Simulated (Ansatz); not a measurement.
# Resistance of the fcc Pd(100) / fcc Pt(100) interface

Aim: the specific resistance of the fcc Pd(100) / fcc Pt(100) interface.

Program: Ansatz 0.2.0. Level of theory: Ansatz plane-wave DFT, PBE, PAW files; ballistic transport by layer matching (Landauer), zero bias; PAW set soft_1, in the first sound run; inputs show where later runs differ. Results are calculated unless marked as measured.

## 1. Set-up

The cell holds 20 atoms: 10 Pd and 10 Pt. Cell: a = 2.762 Å, b = 2.762 Å, c = 39.060 Å, α = 90.0°, β = 90.0°, γ = 90.0°. It derives from Pd and Pt. Regions: Pd, 10 atoms (10 Pd); Pt, 10 atoms (10 Pt). The structure's axis is c.

## 2. Transmission: PBE

Both metals share one in-plane lattice, the mean of the two, each at its own atomic volume. The two leads are named in the middle of each metal, so that only one of the cell's two interfaces is crossed. The mesh across the current, 44×44, is finer than the density's, because channels open and close sharply across the zone. Energies from -0.27 to 0.27 eV in steps of 0.036 eV cover the slope of the Fermi function at 300 K, so the program can form a conductance.

Input file input.yaml:

```yaml
crystal:
  lattice:
    - [2.761817666, 0.0, 0.0]
    - [0.0, 2.761817666, 0.0]
    - [0.0, 0.0, 39.0599663065]
  atoms:
    - { symbol: Pd, position: [0.0, 0.0, 0.0256016606] }
    - { symbol: Pd, position: [0.5, 0.5, 0.0749872173] }
    - { symbol: Pd, position: [0.0, 0.0, 0.124372774] }
    - { symbol: Pd, position: [0.5, 0.5, 0.1737583307] }
    - { symbol: Pd, position: [0.0, 0.0, 0.2231438874] }
    - { symbol: Pd, position: [0.5, 0.5, 0.2725294441] }
    - { symbol: Pd, position: [0.0, 0.0, 0.3219150008] }
    - { symbol: Pd, position: [0.5, 0.5, 0.3713005576] }
    - { symbol: Pd, position: [0.0, 0.0, 0.4206861143] }
    - { symbol: Pd, position: [0.5, 0.5, 0.470071671] }
    - { symbol: Pt, position: [0.0, 0.0, 0.520071671] }
    - { symbol: Pt, position: [0.5, 0.5, 0.5706861143] }
    - { symbol: Pt, position: [0.0, 0.0, 0.6213005576] }
    - { symbol: Pt, position: [0.5, 0.5, 0.6719150008] }
    - { symbol: Pt, position: [0.0, 0.0, 0.7225294441] }
    - { symbol: Pt, position: [0.5, 0.5, 0.7731438874] }
    - { symbol: Pt, position: [0.0, 0.0, 0.8237583307] }
    - { symbol: Pt, position: [0.5, 0.5, 0.874372774] }
    - { symbol: Pt, position: [0.0, 0.0, 0.9249872173] }
    - { symbol: Pt, position: [0.5, 0.5, 0.9756016606] }
kpoints:
  mp_grid: { grid: [14, 14, 1] }
hamiltonian:
  xc: pbe
  pseudopotentials: { kind: paw, azcp: { folder: soft_1 } }
scf:
  occupations: { method: fermi_dirac, width: 0.1 }
output:
  transmission:
    leads: [[4, 5], [14, 15]]
    kmesh: [44, 44]
    e_range: [-0.27, 0.27]
    de: 0.036
  write_potential: true
  write_density: true
  volumetric_format: npy
  elf: true
```

Started as:

```console
ansatz run input.yaml --threads 4 --pin off --max-ram 15360MiB --backend cpu --events-out ev --progress --plain --runs-dir out
```

Numbers of over 12 decimals in the logs are rounded to 6 here.

What it wrote:

```text
Engine: ansatz 0.2.0, aarch64-unknown-linux-gnu
Pseudopotentials: kind: paw
Pseudopotential: Pd, paw, valence charge 18, recommended cutoff 420 eV (normal), soft_1/Pd.paw.azcp
Pseudopotential: Pt, paw, valence charge 18, recommended cutoff 420 eV (normal), soft_1/Pt.paw.azcp
Functional definition: PBE
  parameter kappa = 0.804
  parameter beta = 0.066725
  exchange = pbe_x(kappa = kappa, mu = beta*pi^2/3)
  correlation = pbe_c(beta = beta)
Crystal: 20 atoms, lattice volume = 297.935 Å³
Basis set: ecut = 420 eV, 5943 PW (Γ)
Bands: 216, of which v1, the nominal top of the filled ones, is band 180 counted from 1 (179 counted from 0)
Symmetry: 16 space group operations
Space group: P4/nmm (ITA 129), of the structure as read, at distance tolerance 6.7e-5 Å
k-points: 36 of 196
Non-local potential: Pd, projectors of the file, l = 0: 2, l = 1: 2, l = 2: 2, l = 3: 1
Non-local potential: Pt, projectors of the file, l = 0: 3, l = 1: 2, l = 2: 2, l = 3: 1
PAW form: soft (Blöchl's): semilocal exchange-correlation on the pseudo side does not see the compensation charge
PAW one-centre angular grid: Pd, 590 points (default); XC on 64 Gauss nodes
PAW one-centre angular grid: Pt, 590 points (default); XC on 64 Gauss nodes
Initial density: superposition of atomic densities (chi_scale 0.1, normalization cell, long waves of neutral atoms (reshape's long-wave potential 13.96 eV rms, cloud 2.75 Å wide))
Initial wavefunctions: pseudopotential atomic-orbital guess
Functional: x = pbe(κ = 0.804, μ = 0.219515), c = pbe(β = 0.066725)
SCF iter   1: F=—  HF=-194997.353270 eV  |F-HF|=—  |Δ(HF+E_count)|=         —  Δρ=1.84e-1  dr2=3.44e3  ethr=3.10e-3  ⟨swp⟩=4.4  Hψ=23485  notcnv=0  defer=213
preconditioner: auto → Kerker (q_TF=auto, 2.816 Å⁻¹)  [metal: Δε(μ)=0.010 eV  Ē_g=8.564 eV  σ=0.100 eV  W_gap=0.03  n_scr=118 (ndim 8)  ℏωp=30.4 eV  f_vac=0.000  D(μ)=19.59/eV (n_scr^D=234)]
SCF iter   2: F=—  HF=-194980.319960 eV  |F-HF|=—  |Δ(HF+E_count)|=    1.70e1  Δρ=7.23e-2  dr2=6.76e2  ethr=3.10e-3  ⟨swp⟩=2.1  Hψ=14047  notcnv=0  defer=574
SCF iter   3: F=—  HF=-194977.094328 eV  |F-HF|=—  |Δ(HF+E_count)|=    3.23e0  Δρ=4.58e-2  dr2=1.93e2  ethr=3.10e-3  ⟨swp⟩=2.1  Hψ=12203  notcnv=0  defer=635
SCF iter   4: F=—  HF=-194976.598354 eV  |F-HF|=—  |Δ(HF+E_count)|=   4.96e-1  Δρ=1.37e-2  dr2=5.20e1  ethr=3.10e-3  ⟨swp⟩=2.0  Hψ=9078  notcnv=0  defer=648
SCF iter   5: F=—  HF=-194976.594703 eV  |F-HF|=—  |Δ(HF+E_count)|=   3.65e-3  Δρ=1.06e-2  dr2=3.58e1  ethr=3.10e-3  ⟨swp⟩=1.0  Hψ=7266  notcnv=0  defer=648
SCF iter   6: F=—  HF=-194976.563109 eV  |F-HF|=—  |Δ(HF+E_count)|=   3.16e-2  Δρ=6.24e-3  dr2=1.16e1  ethr=3.10e-3  ⟨swp⟩=1.0  Hψ=7117  notcnv=0  defer=648
SCF iter   7: F=—  HF=-194976.550032 eV  |F-HF|=—  |Δ(HF+E_count)|=   1.31e-2  Δρ=1.67e-3  dr2=9.18e-1  ethr=3.10e-3  ⟨swp⟩=1.0  Hψ=7162  notcnv=0  defer=648
SCF iter   8: F=—  HF=-194976.548885 eV  |F-HF|=—  |Δ(HF+E_count)|=   1.15e-3  Δρ=2.74e-4  dr2=5.56e-3  ethr=2.55e-4  ⟨swp⟩=1.0  Hψ=7117  notcnv=0  defer=655
SCF iter   9: F=—  HF=-194976.548877 eV  |F-HF|=—  |Δ(HF+E_count)|=   7.85e-6  Δρ=1.76e-4  dr2=8.83e-3  ethr=1.55e-6  ⟨swp⟩=1.0  Hψ=7117  notcnv=0  defer=655
SCF iter  10: F=—  HF=-194976.548870 eV  |F-HF|=—  |Δ(HF+E_count)|=   6.42e-6  Δρ=1.29e-5  dr2=1.35e-5  ethr=1.55e-6  ⟨swp⟩=1.0  Hψ=7117  notcnv=0  defer=655
SCF iter  11: F=—  HF=-194976.548426 eV  |F-HF|=—  |Δ(HF+E_count)|=   4.45e-4  Δρ=4.30e-6  dr2=1.23e-6  ethr=3.76e-9  ⟨swp⟩=1.0  Hψ=7645  notcnv=0  defer=655
SCF iter  12: F=—  HF=-194976.548426 eV  |F-HF|=—  |Δ(HF+E_count)|=   9.78e-9  Δρ=1.35e-6  dr2=1.78e-7  ethr=3.43e-10  ⟨swp⟩=1.0  Hψ=7117  notcnv=0  defer=655
SCF iter  13: F=-194976.548426 eV  HF=-194976.548426 eV  |F-HF|=7.92e-9  |Δ(HF+E_count)|=   1.16e-9  Δρ=3.77e-7  dr2=8.18e-9  ethr=2.78e-11  ⟨swp⟩=8.0  Hψ=16787  notcnv=0
SCF 1 converged in 13 iterations: F = -194976.548426 eV  dr2 = 8.18e-9
  greatest PAW one-centre occupation: 1.000 electrons in one spin orbital (limit 2), on the Pt atom at site 17 (counted from 0), in its partial waves of l = 0
transmission: 1056 of 10488 steps passed
transmission: 2104 of 10488 steps passed
[...]
transmission: 10488 of 10488 steps passed
SCF converged after 13 iterations
Free energy (F): -194976.548426 eV
Harris-Foulkes:  -194976.548426 eV  (|F-HF|=7.92e-9)
Internal energy: -194975.377270 eV  (E = F + TS)
E sigma→0 (E₀):  -194975.962848 eV
Entropy (-TS):   -1.171156 eV (-58.558 meV/atom)
Fermi energy:    21.584104 eV
--- Per-component energies (eV) ---
  E_band       = -2664.334450
  E_kinetic    = 10461.859702
  E_local      = -32925.940672  (includes V_loc(G=0)·N_el)
  E_nonlocal   = 5744.490525
  E_hartree    = 12983.600829
  E_xc         = -3713.324043
  E_vxc        = -4472.443628  (∫ρ·V_xc dr)
  E_paw        = -132946.215216  (= ΣΔE_a)
  E_vpaw       = -7439.514453  (= ΣTr[D̂ρ^β])
  E_aug_tail   = 0.014332  (compensation charges beyond the density's cutoff)
  E_ewald      = -54579.862727
  E_smearing   = -1.171156  (= −TS)
  E_closure    = -0.000000  (closes the sum)
  Σ components = -194976.548426   (vs F -194976.548426, Δ=0.00e0)
--- Band table (eV; the first three rows and the last of 36) ---
  k-point 0: bands = [... 176 lower, 21.0278, 21.0329, 21.2283, 21.2393, 21.3860, 21.4129, 21.4215, 21.4215, ... 32 higher]
  k-point 1: bands = [... 176 lower, 21.0530, 21.0593, 21.1274, 21.1514, 21.1536, 21.2374, 21.3300, 21.3386, ... 32 higher]
  k-point 2: bands = [... 176 lower, 20.7324, 20.9388, 20.9636, 21.0473, 21.0478, 21.1166, 21.3498, 21.3503, ... 32 higher]
  k-point 35: bands = [... 176 lower, 22.1421, 22.1421, 22.2714, 22.2714, 23.8144, 23.8144, 24.6848, 24.6848, ... 32 higher]
--- Transmission ---
  basis      : 69 plane waves across, 38 finite elements along
  points     : 276, standing for a mesh of 44 x 44
  filling    : by the input's occupations and mesh, since the crystals that have channels conduct as metals do. If one of these is a semiconductor, that mesh has misplaced its level
  energies   : 16 from -0.270000 to 0.270000 eV about the Fermi level, 0.036000 eV apart; the leads are filled to 0.000000 eV, and channels, transmission and decay are at 0.018000 eV
  crystal 0  : Pd1, at the sites [4, 5], period 1.9290 Å, over 19.29 Å; its Hamiltonian steps by up to 1.2 meV
    offset         : up to 0.0000 Å between an atom of the period and one for which it stands
    filled         : 29.5 meV over the level at which it is neutral
    channels       : 1.459194e0 a spin
    conductance    : 1.6017e15 S/m² at 300 K; may be off by some 0.0 % by where its bands' edges are placed, 1.7 % from the k-mesh, 10.6 % from the distance to neutral
    slowest decay  : 0.0106 /Å at (0.4773, 0.2045)
  crystal 1  : Pt1, at the sites [14, 15], period 1.9770 Å, over 19.77 Å; its Hamiltonian steps by up to 1.5 meV
    offset         : up to 0.0000 Å between an atom of the period and one for which it stands
    filled         : 10.1 meV over the level at which it is neutral
    channels       : 2.031508e0 a spin
    conductance    : 2.1135e15 S/m² at 300 K; may be off by some 0.0 % by where its bands' edges are placed, 2.2 % from the k-mesh, 1.6 % from the distance to neutral
    slowest decay  : 0.0065 /Å at (0.4318, 0.0455)
  junction   : crystal 0 to crystal 1, 10.38 to 27.93 Å
    transmission   : 1.209345e0 a spin
    conductance    : 1.3380e15 S/m² at 300 K (1.3372e15 on every other point, 1.3467e15 on every other energy)
    error estimate : 0.6 % from the energy spacing and 1.2 % from band edges of the leads and from resonances (wavevectors taken as independent; lower de), 1.4 % from the k-mesh, 1.5 % from the steps of its leads' Hamiltonians or their offsets (lay more layers), 10.4 % from the distance to neutral
    resistance     : 1.9897e-4 Ω µm² beyond half of each lead's own
```

It took 5.2 min on 4 threads of Arm Neoverse V1, shared host; peak memory 2.4 GiB.

Numbers from this step:

```
free energy                                                                : -194976.5484 eV
energy at zero smearing                                                    : -194975.9628 eV
Fermi energy                                                               : 21.58 eV
cell area                                                                  : 7.628 Å²
step of the lead's potential                                               : 1.2 meV
ballistic conductance of the lead                                          : 1.60e15 S/m²
estimated errors of the lead's conductance                                 : 0, 1.7, 10.6 % (band edges, k-mesh, distance from neutral)
lead conductance per cell                                                  : 1.577 G₀
step of the upper lead's potential                                         : 1.5 meV
ballistic conductance of the upper lead                                    : 2.11e15 S/m²
conductance of the junction                                                : 1.34e15 S/m²
junction conductance per cell                                              : 1.317 G₀
estimated errors of the junction's conductance                             : 0.6, 1.2, 1.4, 1.5, 10.4 % (energy step, band edges, k-mesh, leads' steps, distance from neutral)
area resistance that the stack adds (contact term taken off, spin by spin) : 0.1990 fΩ m²
```

Per spin. The transmission, zone mean by energy, zero at the Fermi level:

```
energy (eV)  transmission, zone mean
     -0.270                     2.12
     -0.234                     2.12
     -0.198                     2.12
     -0.162                     2.03
     -0.126                     1.95
     -0.090                     1.78
     -0.054                     1.58
     -0.018                     1.38
      0.018                     1.21
      0.054                     1.10
      0.090                    0.991
      0.126                    0.941
      0.162                    0.892
      0.198                    0.842
      0.234                    0.771
      0.270                    0.676
```

Per spin. Open channels, zone mean against energy, zero at the Fermi level:

```
energy (eV)   lead  upper lead
     -0.270   2.38        2.38
     -0.234   2.40        2.38
     -0.198   2.46        2.44
     -0.162   2.37        2.43
     -0.126   2.31        2.33
     -0.090   2.14        2.35
     -0.054   1.90        2.25
     -0.018   1.64        2.18
      0.018   1.46        2.03
      0.054   1.32        1.90
      0.090   1.14        1.73
      0.126   1.06        1.59
      0.162  0.990        1.45
      0.198  0.957        1.36
      0.234  0.895        1.26
      0.270  0.782        1.19
```

Transmission over k1 and k2. At -0.0180 eV from the Fermi level (the log's summary may quote the solved energy on the other side of it).

Values, 12 rows by 16 columns, each cell a mean:
```
1.27 0.51 1.47 2.34 1.42 0.41 0.00 0.00 0.27 0.00 0.15 0.96 2.27 1.94 0.52 1.06
0.90 1.25 1.13 1.46 1.15 0.55 0.61 1.29 2.06 0.66 0.52 0.91 1.44 1.27 1.00 1.27
3.02 1.45 1.54 1.97 1.96 1.81 1.17 1.88 2.45 1.11 1.59 1.95 1.97 1.84 1.12 2.60
1.89 0.13 0.96 1.91 1.96 1.96 1.92 1.99 2.08 1.90 1.95 1.97 1.95 1.52 0.16 1.08
0.08 0.00 0.75 1.15 1.78 1.95 1.96 1.98 1.99 1.96 1.96 1.91 1.34 0.98 0.15 0.03
0.00 0.68 1.84 2.06 2.18 1.98 1.98 2.24 2.50 2.00 1.98 2.05 2.21 1.89 1.27 0.06
0.00 0.16 1.29 1.59 1.93 1.97 1.98 2.07 2.25 1.97 1.98 1.96 1.74 1.42 0.56 0.00
0.39 0.01 0.68 1.37 1.89 1.96 1.96 1.98 1.99 1.96 1.96 1.94 1.59 1.03 0.10 0.17
2.41 0.41 1.19 1.95 1.97 1.96 1.79 2.03 2.26 1.72 1.94 1.97 1.96 1.69 0.41 1.58
2.79 1.58 1.54 1.96 1.95 1.65 1.04 1.73 2.33 1.03 1.37 1.92 1.96 1.82 1.16 2.59
0.41 0.95 1.10 1.31 0.71 0.17 0.34 0.86 1.67 0.39 0.22 0.40 1.24 1.18 0.91 0.73
1.70 0.56 1.32 2.85 2.15 0.86 0.00 0.00 0.06 0.00 0.36 1.71 2.81 2.09 0.35 1.46
```
Columns: k1 (b1) from -0.5 to 0.477; rows upwards: k2 (b2) from -0.5 to 0.477.

Open channels over k1 and k2. At -0.0180 eV from the Fermi level (the log's summary may quote the solved energy on the other side of it).

Ten even steps from '0' (0.00) to '9' (4.00), each cell a mean:
```
441267897620000000003789875124
213444440000000500000014554421
356222332002236952210123322275
776234444432225742224554542277
996244444443236752234554553279
982134444444457774454554542149
950014444444545655454554540016
400023344444545445454554321001
000032234444545445454552222000
000142245444545655454554223000
003697777654557775445777778510
000264577544557765454677556100
000032234444545445454542222000
000032244444545445454553222000
830004444444545445454554530004
960024444444557765454554541018
995234444454347773344554543279
976234444442225742234554543278
576223443313337853331334432276
025222221000002720000012222242
422477783200000100001258776323
442157999860000000017999963045
```
Columns: k1 (b1) from -0.5 to 0.477; rows upwards: k2 (b2) from -0.5 to 0.477.

Electrostatic potential energy in the ca plane at fractional y = 0.000, with atoms of Pd and Pt within 0.2 Å of it. With pseudopotentials it is smooth inside the atoms' cores, unlike the true potential.

Ten even steps from '0' (-50 eV) to '9' (25 eV), each cell a mean:
```
98410379999962015899998300169999972002799999
99644589999985347999999632489999985225899999
99987899999998789999999877899999998778999999
99999999999999999999999999999999999999999999
99998999999999899999999988999999999889999999
99765799999986568999999744689999996446999999
98522489999973126999998410269999973003799999
97300279999951004899997200159999961001699999
```
Columns run along c (16.0 Å, from fractional 0.29 to 0.70 of the cell; values clipped at the 3rd and 97th percentile), rows up along a (2.8 Å). Atoms in or near the plane, at fractional coordinates: Pd at (0.32, 0.00), Pd at (0.42, 0.00), Pt at (0.52, 0.00), Pt at (0.62, 0.00).

ELF in the ca plane at fractional y = 0.000, with atoms of Pd and Pt within 0.2 Å of it. It is the smooth field of the valence electrons, not physical close to the nuclei.

Ten even steps from '0' (0.13) to '9' (0.59), each cell a mean:
```
13633541000155346200024899962000258999520002
12455521111135554110123578632111236886321112
11233211111112331111112344322222223443222222
11111111111111111211112333222233222332223322
11122111111111221111112233222232222332222322
11355411111124553111112466522222224664222222
13544631001145455210023799852101247998421012
14622551000264236300025999972000269999620002
```
Columns run along c (16.0 Å, from fractional 0.29 to 0.70 of the cell), rows up along a (2.8 Å). Atoms in or near the plane, at fractional coordinates: Pd at (0.32, 0.00), Pd at (0.42, 0.00), Pt at (0.52, 0.00), Pt at (0.62, 0.00).

Valence density in the ca plane at fractional y = 0.000, with atoms of Pd and Pt within 0.2 Å of it. It is the smooth field of the valence electrons, not physical close to the nuclei.

Values in e/Å³, 5 rows by 16 columns, each cell a mean:
```
 1  9  1  0  2  8  1  0  3  6  0  0  4  5  0  0
 0  1  0  0  0  1  0  0  1  1  0  0  1  1  0  0
 0  0  0  0  0  0  0  0  0  0  0  0  0  0  0  0
 0  3  0  0  1  3  0  0  1  2  0  0  2  2  0  0
 1 12  1  0  3 11  1  0  4  7  0  0  5  7  0  0
```
Columns run along c (16.0 Å, from fractional 0.29 to 0.70 of the cell), rows up along a (2.8 Å). Atoms in or near the plane, at fractional coordinates: Pd at (0.32, 0.00), Pd at (0.42, 0.00), Pt at (0.52, 0.00), Pt at (0.62, 0.00).

The larger of the two leads' potential steps is 1.5 meV from period to period, small in itself. The program estimates the junction's conductance to 1.4 % from the k-mesh, 10 % from the leads' distance from neutral and 1.5 % from their steps.

## 3. Resistance: PBE

This step: Ansatz plane-wave DFT, PBE, PAW files; ballistic transport by layer matching (Landauer), zero bias; specific resistance of one interface, 1/T less the mean of the leads' 1/N; PAW set soft_1 (Ansatz 0.2.0).

This step gave:

| Property | Result |
| --- | --- |
| area resistance | 0.2006 fΩ m² |
| T over the leads' mean channel count | 0.7176 |
| twice the interface resistance (2AR, or 2AR* for magnets) | 0.4012 fΩ m² |

Twice the interface resistance is 0.401 fΩ m² here.

By hand, with T and the leads' channels N averaged over the energies near the Fermi level: RA = A (h/2e²)(1/T − ½[1/N₁ + 1/N₂]) = 7.628×10⁻²⁰ m² × 12 906 Ω × (1/1.317 − ½[1/1.580 + 1/2.090]) = 0.201 fΩ m².

[end of part 1 of 2]

[Logs are printed without paths, hosts, clocks, repeated set-up lines and the standing remarks that a program may print on its own settings, such as how far it seeks lower states.]

[Hosts, paths, dates, database ids (printed as entryN), source tags and the programs' standing remarks are cut or masked in the printed files.]
